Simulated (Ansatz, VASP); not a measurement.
**GaN in VASP and in Ansatz**

```
Ga N
1.0
     0.00000    2.13337    2.13337
     2.13337    0.00000    2.13337
     2.13337    2.13337    0.00000
Ga N
1 1
Direct
  0.50000 0.50000 0.50000
  0.00000 0.00000 0.00000
```

Alike in both runs: functional PBE; k mesh 8 × 8 × 8; occupations gaussian, width 0.1 eV; no spin polarisation.

Ansatz relaxed the structure, and its values are those at the end. VASP's run is a single point on that final structure, the one shown.

|  | VASP | Ansatz |
| --- | --- | --- |
| version | VASP 6.6.1 | Ansatz 0.2.0 |
| potentials or method | VASP PAW PBE potentials, release 64 (Ga_d, N) | scalar-relativistic, plane waves, PAW |
| plane-wave cutoff (eV) | 520 | 420 |
| valence electrons in the cell | 18 | 18 |

Ansatz gave:

| Property | Result |
| --- | --- |
| gap on the k mesh at the Fermi level (eV) | 0.44 |
| least direct gap on the mesh (eV) | 2.39 |
| pressure (GPa) | 0.2 |

What did VASP give for the same quantities?

gap on the k mesh at the Fermi level (eV): 0.43; least direct gap on the mesh (eV): 2.40; pressure (GPa): 0.9.

With one functional, cell and mesh, what is left measures potentials, basis and numerics.
